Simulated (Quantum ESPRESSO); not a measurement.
The system is AlN.

```
Al N
1.0
     3.11300    0.00000    0.00000
    -1.55650    2.69594    0.00000
     0.00000    0.00000    4.98100
Al N
2 2
Direct
  0.66667 0.33333 0.50000
  0.33333 0.66667 0.00000
  0.66667 0.33333 0.88000
  0.33333 0.66667 0.38000
```

```yaml
Program: Quantum ESPRESSO 7.5
Task: single point
Functional: PBE
Potentials_or_basis: SSSP 1.3 efficiency PBE
Cutoff: 816 eV
Density_cutoff: 6531 eV
k_mesh: 10 × 10 × 6
Occupations: fermi-dirac, width 0.05 eV
Spin: no spin polarisation
```

On this cell: pressure 3.8 GPa; largest force 0.131 eV/Å; band gap on the k mesh 4.23 eV, direct.

The same run follows on a disturbed copy (atoms moved at random, drawn with an rms of 0.05 Å):

```
CELL_PARAMETERS angstrom
3.11300 0.00000 0.00000
-1.55650 2.69594 0.00000
0.00000 0.00000 4.98100
ATOMIC_POSITIONS crystal
Al 0.66489 0.33750 0.50173
Al 0.32590 0.67039 0.99387
N 0.64066 0.31637 0.86875
N 0.32689 0.66311 0.37511
```

Task: What changes?

Result: The energy moves by +18.4 meV/atom; pressure 4.5 GPa; largest force 1.411 eV/Å; band gap on the k mesh 4.25 eV, direct.

Forces in eV/Å, atoms in the order of the input:
```
Al  -0.091 -0.315 -1.287
Al  -0.228 -0.802  0.150
N    0.332  0.862  1.067
N   -0.012  0.254  0.070
```

Stress tensor (GPa, compression positive):
```
 0.98 -0.90 -0.53
-0.90  3.90 -1.85
-0.53 -1.85  8.76
```

A k mesh can miss the band edges.
